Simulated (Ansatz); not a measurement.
Zr3Si2: an elastic constant from a strain scan

All numbers below come from DFT r2SCAN, scalar-relativistic, plane waves, PAW (Ansatz 0.2.0). Cutoff 500 eV, Γ-centred 6×6×10 k-points, Gaussian smearing of 0.15 eV. No spin polarisation. Energies are free energies at this smearing, counted from the undisturbed cell; pressure is positive in compression.

Reference structure (relaxed at this level; it needn't be the usual structure):

```
Zr Si
1.0
     7.10844    0.00000    0.00000
     0.00000    7.10844    0.00000
     0.00000    0.00000    3.70513
Zr Si
6 4
Direct
  0.17391 0.67391 0.50000
  0.82609 0.32609 0.50000
  0.32609 0.17391 0.50000
  0.67391 0.82609 0.50000
  0.00000 0.00000 0.00000
  0.50000 0.50000 0.00000
  0.62195 0.12195 0.00000
  0.37805 0.87805 0.00000
  0.87805 0.62195 0.00000
  0.12195 0.37805 0.00000
```

The cell is strained by ε times the Voigt pattern (1, 0, 0, 0, 0, 0) (xx, yy, zz, yz, xz, xy; engineering shear) with fractional coordinates fixed. The cell holds 10 atoms in V0 = 187.22 Å³. The stress column is τ = (1/V0) dE/dε, got from the stress tensor σ (compression positive) at each point as −det(1 + εP) σ : P(1 + εP)⁻¹, with P the pattern as a tensor.

| ε | ΔE (meV/atom) | τ (GPa) |
| --- | --- | --- |
| -0.0400 | ? | ? |
| -0.0200 | 7.199 | -6.281 |
| 0.0000 | 0.000 | -0.015 |
| 0.0100 | 1.656 | 2.822 |
| 0.0300 | 14.373 | 7.940 |

**Question.** Which combination of elastic constants does this scan measure, and how large is it?

**Answer.** For small ε, τ = τ0 + Kε with K = pᵀCp, which for this pattern is C11 in the Cartesian frame shown. The parabola through τ at ε = -0.0200, 0 and 0.0100 has slope K = 294 GPa at zero. The energies per cell, E = NΔE, of the same two points give K = 2[E(ε₊)/ε₊ − E(ε₋)/ε₋]/[(ε₊ − ε₋)V0] = 300 GPa, in agreement. These are clamped-ion values.

**Question.** Predict the withheld row at ε = -0.0400 from the harmonic law, and compare.

**Answer.** ΔE = V0(τ0 ε + Kε²/2)/N = 27.513 meV/atom and τ = -11.76 GPa. The calculation gives 30.004 meV/atom and -13.38 GPa: the energy lies 9 % above the harmonic value, as bonds stiffen under compression.

Forces appear on the atoms along this scan, and letting them relax would lower the energy and soften the response. In a metal these slopes depend on the k mesh and the smearing.